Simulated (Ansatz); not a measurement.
# NaCl: how the settings move a calculation

Aim: see which settings change the result for NaCl, by how much, and at what cost.

Program: Ansatz 0.2.0. Level of theory: reference: DFT, PBE, plane-wave PAW, default files, scalar-relativistic. These are calculated values, not measurements.

### Step 1. Starting point

The structure is cubic, space group Pm-3m (No. 221). Conventional cell: a = 2.860 Å, b = 2.860 Å, c = 2.860 Å, α = 90.00°, β = 90.00°, γ = 90.00°. Around Na (site symmetry m-3m) lie 8 Cl at 2.48 Å. Cl (site symmetry m-3m) is surrounded by 8 Na at 2.48 Å.

Structure file:

```
CELL_PARAMETERS angstrom
2.86000 0.00000 0.00000
0.00000 2.86000 0.00000
0.00000 0.00000 2.86000
ATOMIC_POSITIONS crystal
Na 0.00000 0.00000 0.00000
Cl 0.50000 0.50000 0.50000
```

### Step 2. The reference run

input.yaml reads:

```yaml
crystal:
  lattice:
    - [2.86, 0.0, 0.0]
    - [0.0, 2.86, 0.0]
    - [0.0, 0.0, 2.86]
  atoms:
    - { symbol: Na, position: [0.0, 0.0, 0.0] }
    - { symbol: Cl, position: [0.5, 0.5, 0.5] }
kpoints:
  mp_grid: { grid: [10, 10, 10] }
scf:
  occupations: { method: fermi_dirac, width: 0.02 }
hamiltonian:
  xc: pbe
  pseudopotentials: { kind: paw }
output:
  forces: true
  stress: true
  populations: true
  efg:
    quadrupole_moments_barn: { Na: 0.104, Cl: -0.08112 }
    contact_densities: true
relax:
  f_tol: 0.02
  max_steps: 60
```

Run with:

```bash
> ansatz run input.yaml --threads 1 --pin off --max-ram 3072MiB --backend cpu --events-out ev --progress --plain --runs-dir out
```

The main lines of its log:

```text
[...]
Basis set: ecut = 420 eV, 461 PW (Γ), exchange–correlation on 40×40×40 points (8 copies of the dense FFT grid, shifted against one another)
[...]
k-points: 56 of 1000
[...]
SCF iter   1: F=—  HF=-2566.985981 eV  |F-HF|=—  |Δ(HF+E_count)|=         —  Δρ=7.99e-4  dr2=9.06e-5  ethr=1.77e-3  ⟨swp⟩=6.8  Hψ=4294  notcnv=0
preconditioner: auto → none  [insulator: Δε(μ)=4.375 eV  Ē_g=23.577 eV  σ=0.020 eV  W_gap=1.00  n_scr=6 (ndim 8)  ℏωp=28.7 eV  f_vac=0.000  D(μ)=0.00/eV (n_scr^D=0)  ε∞_Penn≈2.5]
SCF iter   2: F=—  HF=-2566.985101 eV  |F-HF|=—  |Δ(HF+E_count)|=   8.80e-4  Δρ=7.67e-4  dr2=9.02e-5  ethr=5.66e-7  ⟨swp⟩=2.6  Hψ=1661  notcnv=0
[...]
SCF iter   6: F=—  HF=-2566.984993 eV  |F-HF|=—  |Δ(HF+E_count)|=   2.14e-7  Δρ=2.57e-5  dr2=1.10e-7  ethr=3.18e-9  ⟨swp⟩=2.0  Hψ=1116  notcnv=0
SCF iter   7: F=-2566.984993 eV  HF=-2566.984993 eV  |F-HF|=3.36e-9  |Δ(HF+E_count)|=   5.37e-8  Δρ=4.86e-6  dr2=3.84e-9  ethr=6.25e-10  ⟨swp⟩=4.0  Hψ=1987  notcnv=0
[...]
relax step   1: F+E_penalty+E_count = -2566.98499269 eV  Δ(F+E_penalty+E_count) = +0.000e0 eV  max|allowed force component| = 1.841e-30 eV/Å  Δτ_max = 0.0000 Å  (7 SCF iters, accepted)
[...]
SCF converged after 7 iterations
Free energy (F): -2566.984993 eV
[...]
E sigma→0 (E₀):  -2566.984993 eV
Fermi energy:    12.506483 eV
[...]
  P = ⅓ Tr σ = 64.8911 GPa (648.911 kbar)
[...]
--- Relaxed structure (1 steps of the walk, 1 accepted, 0 SCFs on fresh bases) ---
[...]
```

It took 2 s on 1 thread of Arm Neoverse V2, shared host; peak memory 0.31 GiB.

### Step 3. Variant: xc lda

Changes to input.yaml since step 2:

```diff
@@ -13,3 +13,3 @@
 hamiltonian:
-  xc: pbe
+  xc: lda
   pseudopotentials: { kind: paw }
@@ -22,4 +22,5 @@
     contact_densities: true
-relax:
-  f_tol: 0.02
-  max_steps: 60
+  write_density: true
+  write_potential: true
+  elf: true
+  volumetric_format: npy
```

Run with:

```bash
> ansatz run input.yaml --threads 1 --pin off --max-ram 3072MiB --backend cpu --events-out ev --progress --plain --runs-dir out
```

Output (excerpt; [...] marks lines left out):

```text
Warning: RAYON_NUM_THREADS=1 ignored (pool sized by the plan → 1); use --threads N
[...]
Pseudopotentials: kind: paw
Pseudopotential: Na, paw, valence charge 9, recommended cutoff 420 eV (normal), Na.paw.azcp
Pseudopotential: Cl, paw, valence charge 7, recommended cutoff 420 eV (normal), Cl.paw.azcp
Functional definition: SPW92
[...]
Crystal: 2 atoms, lattice volume = 23.394 Å³
Basis set: ecut = 420 eV, 461 PW (Γ)
Bands: 12, of which v1, the nominal top of the filled ones, is band 8 counted from 1 (7 counted from 0)
Symmetry: 48 space group operations
Space group: Pm-3m (ITA 221), of the structure as read, at distance tolerance 2.9e-5 Å
k-points: 56 of 1000
[...]
SCF iter   1: F=—  HF=-2512.494997 eV  |F-HF|=—  |Δ(HF+E_count)|=         —  Δρ=1.14e-2  dr2=1.48e-2  ethr=1.77e-3  ⟨swp⟩=6.5  Hψ=4229  notcnv=0
[...]
SCF iter   6: F=-2512.485150 eV  HF=-2512.485150 eV  |F-HF|=2.72e-8  |Δ(HF+E_count)|=   1.76e-8  Δρ=1.30e-5  dr2=2.93e-8  ethr=6.25e-10  ⟨swp⟩=7.9  Hψ=4337  notcnv=0
[...]
SCF converged after 6 iterations
Free energy (F): -2512.485150 eV
[...]
E sigma→0 (E₀):  -2512.485150 eV
Fermi energy:    12.105659 eV
[...]
--- Forces (eV/Å), atoms counted from 1 ---
  atom   1  Na    -0.00000000     0.00000000     0.00000000
  atom   2  Cl     0.00000000    -0.00000000     0.00000000
[...]
--- Stress (GPa, compression-positive) ---
       54.080876       0.000000       0.000000
        0.000000      54.080876       0.000000
        0.000000       0.000000      54.080876
  P = ⅓ Tr σ = 54.0809 GPa (540.809 kbar)
--- PAW observables at the nuclei: V_zz in 10²¹ V/m², potentials from the cell's mean, atoms counted from 1 ---
  atom   1  Na V_zz =    +0.000000   η = 0.0000   by run symmetry: forbidden   C_q = +0.0000 MHz
            electrostatic potential = -982.363990 V   contact ρ = 5837.983456 e/Å³
  atom   2  Cl V_zz =    +0.000000   η = 0.0000   by run symmetry: forbidden   C_q = -0.0000 MHz
            electrostatic potential = -1780.925585 V   contact ρ = 23903.063291 e/Å³
--- Band table (eV; the first three rows and the last of 56) ---
  k-point 0: bands = ["-40.2528", "-12.6964", "-12.6964", "-12.6964", "-6.8313", "8.8186", "8.8186", "8.8186", "16.4038", "16.4038", "17.0991", "27.0253"]
[...]
--- Löwdin populations: 2 sites ---
  site symbol       q [e]
     0     Na      8.2913
     1     Cl      7.6340
  spilling = 0.004666 (of n_electrons = 16.000000)
```

Wall time 1.8 s (1 thread of Arm Neoverse V2, shared host); peak memory 0.3 GiB.

A change of functional puts the total energy on another scale; the pressure goes from 64.9 to 54.1 GPa and the gap on the mesh goes from 4.37 to 4.00 eV. At this fixed cell a lower pressure means that this functional prefers a smaller volume than the reference.

### Step 4. Changed: occupations.method gaussian, occupations.width 0.005

Changes to input.yaml since step 2:

```diff
@@ -11,3 +11,3 @@
 scf:
-  occupations: { method: fermi_dirac, width: 0.02 }
+  occupations: { method: gaussian, width: 0.005 }
 hamiltonian:
@@ -22,4 +22 @@
     contact_densities: true
-relax:
-  f_tol: 0.02
-  max_steps: 60
```

Run with:

```bash
> ansatz run input.yaml --threads 1 --pin off --max-ram 3072MiB --backend cpu --events-out ev --progress --plain --runs-dir out
```

Output (excerpt; [...] marks lines left out):

```text
Warning: RAYON_NUM_THREADS=1 ignored (pool sized by the plan → 1); use --threads N
[...]
[... 3 set-up lines as earlier in the session ...]
Functional definition: PBE
[...]
Crystal: 2 atoms, lattice volume = 23.394 Å³
Basis set: ecut = 420 eV, 461 PW (Γ), exchange–correlation on 40×40×40 points (8 copies of the dense FFT grid, shifted against one another)
Bands: 12, of which v1, the nominal top of the filled ones, is band 8 counted from 1 (7 counted from 0)
[... 2 set-up lines as earlier in the session ...]
k-points: 56 of 1000
[...]
SCF iter   1: F=—  HF=-2566.985996 eV  |F-HF|=—  |Δ(HF+E_count)|=         —  Δρ=7.99e-4  dr2=9.03e-5  ethr=1.77e-3  ⟨swp⟩=6.9  Hψ=4311  notcnv=0
[...]
--- Stress (GPa, compression-positive) ---
       64.891057       0.000000       0.000000
        0.000000      64.891057       0.000000
        0.000000       0.000000      64.891057
  P = ⅓ Tr σ = 64.8911 GPa (648.911 kbar)
--- PAW observables at the nuclei: V_zz in 10²¹ V/m², potentials from the cell's mean, atoms counted from 1 ---
  atom   1  Na V_zz =    +0.000000   η = 0.0000   by run symmetry: forbidden   C_q = +0.0000 MHz
            electrostatic potential = -983.188637 V   contact ρ = 5905.650761 e/Å³
  atom   2  Cl V_zz =    +0.000000   η = 0.0000   by run symmetry: forbidden   C_q = -0.0000 MHz
            electrostatic potential = -1780.950305 V   contact ρ = 24092.569320 e/Å³
--- Band table (eV; the first three rows and the last of 56) ---
  k-point 0: bands = ["-40.5603", "-12.4055", "-12.4055", "-12.4055", "-6.6298", "9.0610", "9.0610", "9.0610", "16.9044", "16.9044", "17.7598", "27.3771"]
[...]
--- Löwdin populations: 2 sites ---
  site symbol       q [e]
     0     Na      8.2806
     1     Cl      7.6525
  spilling = 0.004178 (of n_electrons = 16.000000)
```

It took 1.9 s on 1 thread of Arm Neoverse V2, shared host; peak memory 0.3 GiB.

The changed input (smearing) leaves the energy the same to the digits printed.

### Step 5. Side by side

```tsv
run	ending	energy change	pressure (GPa)	gap (eV)	force (eV/Å)	cycles	time
reference	converged	0	64.9	4.37	0.00	7	2 s
1: xc lda	converged	not comparable	54.1	4.00	0.00	6	1.8 s
2: occupations.method gaussian, occupations.width 0.005	converged	0.0 meV/atom (σ→0)	64.9	4.37	0.00	7	1.9 s
```

Times don't compare one to one where runs were asked for different outputs or read a saved state (see the inputs); cycles may leave out searches for a lower state.

What this shows: «occupations.method gaussian, occupations.width 0.005» leaves the energy as it was. The pressure spans 54.1 to 64.9 GPa over the reference and the converged variants. The gap spans 4.00 to 4.37 eV over the reference and the converged variants. The structure is not at rest: the sound run finds 65 GPa, so these are no properties of the relaxed crystal. Symmetry fixes the atoms and the cell is held, so no setting can move this relaxation. 

The gaps are Kohn-Sham values of a semilocal functional, not quasiparticle or optical gaps. Such gaps usually fall short of the measured ones.
